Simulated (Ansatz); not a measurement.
# What a change of settings does to a run on Ti

The cell is COD entry 9008517, as deposited and not checked against the literature; nothing was relaxed.

First run: DFT, LDA, PAW with Ansatz's default frozen-core files, scalar-relativistic (Ansatz 0.2.0).

Command: `ansatz run input.yaml --threads 1 --pin off --max-ram 2048MiB --backend cpu --events-out ev --progress --plain --runs-dir out` The run took 3 s on 1 thread of Intel(R) Xeon(R) 6975P-C (Granite Rapids) (shared host), peak memory 0.39 GiB.

```yaml
crystal:
  lattice:
    - [2.9499978604, 0.0, 0.0]
    - [-1.4749989302, 2.5547730882, 0.0]
    - [0.0, 0.0, 4.686]
  atoms:
    - { symbol: Ti, position: [0.3333333333, 0.6666666667, 0.25] }
    - { symbol: Ti, position: [0.6666666667, 0.3333333333, 0.75] }
kpoints:
  mp_grid: { grid: [13, 13, 7] }
  band_path:
    path:
      - [0.0, 0.0, 0.0]
      - [0.5, 0.0, 0.0]
      - [0.3333333333, 0.3333333333, 0.0]
      - [0.0, 0.0, 0.0]
      - [0.0, 0.0, 0.5]
      - [0.5, 0.0, 0.5]
      - [0.3333333333, 0.3333333333, 0.5]
      - [0.0, 0.0, 0.5]
      - [0.5, 0.0, 0.5]
    npoints: 5
scf:
  occupations: { method: fermi_dirac, width: 0.08 }
hamiltonian:
  xc: lda
  pseudopotentials: { kind: paw }
output:
  forces: true
  stress: true
  eigenvalues: true
  efg: { contact_densities: true }
  write_density: true
  write_potential: true
  elf: true
  volumetric_format: npy
```

Result: converged; pressure -9.85 GPa; no gap on the k mesh; 6 SCF iterations.

A second input differs as follows:

```diff
@@ -23,6 +23,7 @@
 scf:
   occupations: { method: fermi_dirac, width: 0.08 }
+  max_iter: 50
 hamiltonian:
-  xc: lda
+  xc: lda+u
   pseudopotentials: { kind: paw }
 output:
@@ -31,7 +32,3 @@
   eigenvalues: true
   efg: { contact_densities: true }
-  write_density: true
-  write_potential: true
-  elf: true
-  volumetric_format: npy
```

Q: What is wrong with it, and what does the program do?

A: The fault is an unknown functional. The run refused before any iteration. The log ends:
```
26 | hamiltonian:
27 |   xc: lda+u
   |       ^ hamiltonian.xc: unknown variant `lda+u`, expected one of `lda`, `lda-pw`, `pw92`, `pbe`, `pbesol`, `rpbe`, `revpbe`, `blyp`, `pbe0`, `revpbe0`, `b3lyp`, `b3lyp5`, `hse06`, `wpbeh`, `hiss`, `lc_wpbe`, `cam_b3lyp`, `hf`, `r2scan`, `r2scanh`, `r2scan0`, `r2scan50`, `mr2scan`
28 |   pseudopotentials: { kind: paw }
29 | output:
   |
```
